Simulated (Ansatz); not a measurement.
## CuO: band structure with PBE

Crystal: CuO.

```xyz
4
Lattice="2.3056 -1.7296 0.0728 2.3158 1.7435 0.0481 -0.7081 -0.0390 5.1291" Properties=species:S:1:pos:R:3 pbc="T T T"
Cu    1.1008    0.8093    0.3341
Cu    1.1067   -0.5643    2.4735
O     1.8111   -0.4788    1.4095
O     1.8512    0.1962    3.6580
```

The cell isn't the ideal one: all atoms moved at random, sigma 0.25 Å a component, cell strained at random, sigma 0.03.

```
Program                             : Ansatz 0.2.0
Task                                : band structure
Functional                          : PBE
Potentials or basis                 : SSSP efficiency PAW
Cutoff                              : 1225 eV
Density cutoff                      : 12245 eV
k mesh                              : 10 × 10 × 5
Occupations                         : fermi-dirac, width 0.05 eV
Spin                                : no spin polarisation
Path                                : [["X", "G", "Y"], ["L", "G", "Z"], ["N", "G", "M"], ["R", "G"]]
Points for each segment of the path : 14
```

```
Pressure               : 100.8 GPa
Largest force          : 43.681 eV/Å
Band gap on the k mesh : none (metal or under the smearing width)
```

Forces in eV/Å, atoms in the order of the input:
```
Cu    0.095   1.197  -3.474
Cu  -27.534  -7.246  33.128
O    23.893   2.421 -36.011
O     3.546   3.628   6.357
```

Stress tensor (GPa, compression positive):
```
 90.79  10.72 -81.33
 10.72  28.70   1.61
-81.33   1.61 182.81
```

Levels at the corners of the path, in eV from the Fermi level:
```tsv
point	band 12	band 13	band 14	band 15	band 16	band 17	band 18	band 19	band 20	band 21
X	-2.57	-2.31	-2.20	-1.33	-0.77	-0.16	0.23	2.50	3.71	10.17
Γ	-2.45	-2.30	-2.04	-1.75	-0.33	0.13	0.26	1.41	6.32	6.50
Y	-2.56	-2.31	-2.22	-1.94	-1.59	0.07	0.61	3.92	5.52	6.12
L	-2.79	-2.25	-2.09	-1.81	-0.88	-0.65	0.03	4.69	5.50	6.67
Γ	-2.45	-2.30	-2.04	-1.75	-0.33	0.13	0.26	1.41	6.32	6.50
Z	-2.43	-2.32	-2.06	-1.52	-1.30	-0.05	0.34	4.61	5.39	6.84
N	-2.43	-2.28	-2.02	-1.71	-1.22	-0.14	0.55	4.21	5.35	6.94
Γ	-2.45	-2.30	-2.04	-1.75	-0.33	0.13	0.26	1.41	6.32	6.50
M	-2.43	-2.30	-2.21	-1.81	-1.51	-1.14	0.97	3.63	6.40	7.72
R	-2.83	-2.25	-1.94	-1.77	-1.36	-0.93	0.31	4.43	5.66	7.62
Γ	-2.45	-2.30	-2.04	-1.75	-0.33	0.13	0.26	1.41	6.32	6.50
```

It took 90 s on 2 threads of Arm Neoverse V1, on a shared host, peak memory 1.4 GiB.

Caveat: the cell as given lies far from equilibrium; the run has no spin polarisation, though such a crystal can be magnetic; semilocal functionals often make such compounds metallic where correlation or magnetic order opens a gap, which also shifts bond lengths; forces of over 1 eV/Å show positions far from the minimum, so gaps and moduli don't describe the material at rest.
